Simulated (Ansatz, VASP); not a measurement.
# Two plane-wave programs on SiC

```
Si C
1.0
     0.00000    2.30444    2.17400
     2.17400    0.00000    2.17400
     2.17400    2.30444    0.00000
Si C
1 1
Cartesian
  0.0000 0.0000 0.0000
  3.2610 3.4567 3.2610
```

Change from the starting cell: strain +0.0600 x Voigt [0, 1, 0, 0, 0, 0], atoms carried along.

Alike in both runs: task single point; functional PBE; k mesh 12 × 12 × 12; occupations gaussian, width 0.05 eV; no spin polarisation.

|  | VASP | Ansatz |
| --- | --- | --- |
| version | VASP 6.6.1 | Ansatz 0.2.0 |
| potentials or method | VASP PAW PBE potentials, release 64 (Si, C) | scalar-relativistic, plane waves, PAW |
| plane-wave cutoff (eV) | 520 | 420 |
| valence electrons in the cell | 8 | 8 |

|  | VASP | Ansatz | Ansatz less VASP |
| --- | --- | --- | --- |
| gap on the k mesh at the Fermi level (eV) | 1.10 | 1.10 | +0.002 |
| least direct gap on the mesh (eV) | 4.44 | 4.44 | +0.002 |
| pressure (GPa) | -7.4 | -7.4 | +0.03 |
| largest component of the traceless stress (GPa) | 11.03 | 11.01 | -0.025 |

The functional is the same, so the differences come from potentials, cutoffs and numerics.

A k mesh can miss the band edges.
